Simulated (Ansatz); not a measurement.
Tm in several cubic structure types, each at its own equilibrium volume.

The calculation used Ansatz, PBE, plane waves, PAW datasets (generated soft set 1).

Settings: cutoff 420 eV; no spin polarisation; Fermi–Dirac smearing of 0.0612 eV; k-meshes 22³ (diamond), 36³ (fcc).

**Question.** Rank the structures by energy per atom, lowest first.
A. diamond
B. fcc

**Answer.** B (0.0 meV/atom), A (1204 meV/atom).

**Question.** Give the equilibrium volume and bulk modulus of each.

**Answer.** 
```json
{"structure": "diamond", "V₀ (Å³/atom)": "81.28", "B₀ (GPa)": "2.9"}
{"structure": "fcc", "V₀ (Å³/atom)": "35.27", "B₀ (GPa)": "18.2"}
```

Only these cubic types are compared here; the real ground state can be another structure or magnetic.

Model structures, not the usual forms at ambient conditions (metastable or hypothetical): Tm (diamond type), Tm (fcc type). The open f shell is treated without spin here, so this is a model state and not the ground state.
